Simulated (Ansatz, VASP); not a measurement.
## Two plane-wave programs on CdS

```
CELL_PARAMETERS angstrom
0.00000 2.53126 2.53126
2.53126 0.00000 2.53126
2.53126 2.53126 0.00000
ATOMIC_POSITIONS crystal
Cd 0.00000 0.00000 0.00000
S 0.50000 0.50000 0.50000
```

Change from the starting cell: volume scaled by 0.8, PAW files.

Alike in both runs: task single point; functional r2SCAN; k mesh 14 × 14 × 14; occupations fermi-dirac, width 0.05 eV; no spin polarisation.

|  | VASP | Ansatz |
| --- | --- | --- |
| version | VASP 6.6.1 | Ansatz 0.2.0 |
| potentials or method | VASP PAW PBE potentials, release 64 (Cd, S) | PAW with Ansatz's default frozen-core files, scalar-relativistic |
| plane-wave cutoff (eV) | 520 | 500 |
| valence electrons in the cell | 18 | 26 |

Ansatz gave:

```
pressure (GPa) : 30.7
```

What did VASP give for the same quantities?

Pressure (GPa): 32.0.

The functional is the same, so the differences come from potentials, cutoffs and numerics. The two sets of potentials don't hold the same shells in valence.

Caveats: so large a pressure means that the cell lies far from this level's equilibrium, or that cutoff or potentials fall short (VASP); the potentials were made for another functional, which shifts forces and pressure (VASP). A k mesh can miss the band edges.
